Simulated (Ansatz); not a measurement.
# LuAlP2: the cost of one run

Program: Ansatz 0.2.0. PAW datasets, plane waves, zero pressure. Values at 0 K without nuclear motion; spin polarisation is off, and the phase may be a hypothetical one.

## Step 1: Starting point

Space group P4/mmm (No. 123), tetragonal; conventional cell a = 3.847 Å, c = 5.441 Å, 20.13 Å³ an atom. Around Al lie 6 P at 2.72 Å; around P lie 2 Al at 2.72 Å and 4 Lu at 2.72 Å; around Lu lie 6 P at 2.72 Å; around P lie 2 Lu at 2.72 Å and 4 Al at 2.72 Å.

Coordinates:

Space group P4/mmm (No. 123). a = 3.847 Å, b = 3.847 Å, c = 5.441 Å, α = 90.00°, β = 90.00°, γ = 90.00°
| atom | site | symmetry | x | y | z |
| --- | --- | --- | --- | --- | --- |
| Al | 1a | 4/mmm | 0.0000 | 0.0000 | 0.0000 |
| P | 1b | 4/mmm | 0.0000 | 0.0000 | 0.5000 |
| Lu | 1d | 4/mmm | 0.5000 | 0.5000 | 0.5000 |
| P | 1c | 4/mmm | 0.5000 | 0.5000 | 0.0000 |

## Step 2: Relaxing with PBE

Contents of input.yaml:

```yaml
crystal:
  lattice:
    - [3.8473326411, 0.0, 0.0]
    - [0.0, 3.8473326411, 0.0]
    - [0.0, 0.0, 5.44095]
  atoms:
    - { symbol: Al, position: [0.0, 0.0, 0.0] }
    - { symbol: P, position: [0.0, 0.0, 0.5] }
    - { symbol: Lu, position: [0.5, 0.5, 0.5] }
    - { symbol: P, position: [0.5, 0.5, 0.0] }
kpoints:
  mp_grid: { grid: [6, 6, 4] }
hamiltonian:
  xc: pbe
scf:
  occupations: { method: fermi_dirac, width: 0.02 }
relax:
  f_tol: 0.005
  cell: {}
output:
  write_density: true
  write_potential: true
  elf: true
  volumetric_format: npy
```

On the command line:

```console
> ansatz run input.yaml --threads 2 --pin off --max-ram 2211MiB --backend cpu --events-out ev --progress --plain --runs-dir out
```

Q: Estimate wall time and peak memory on 2 threads of Arm Neoverse V1, shared host.

About 14 s, with a peak of 0.4 GiB.
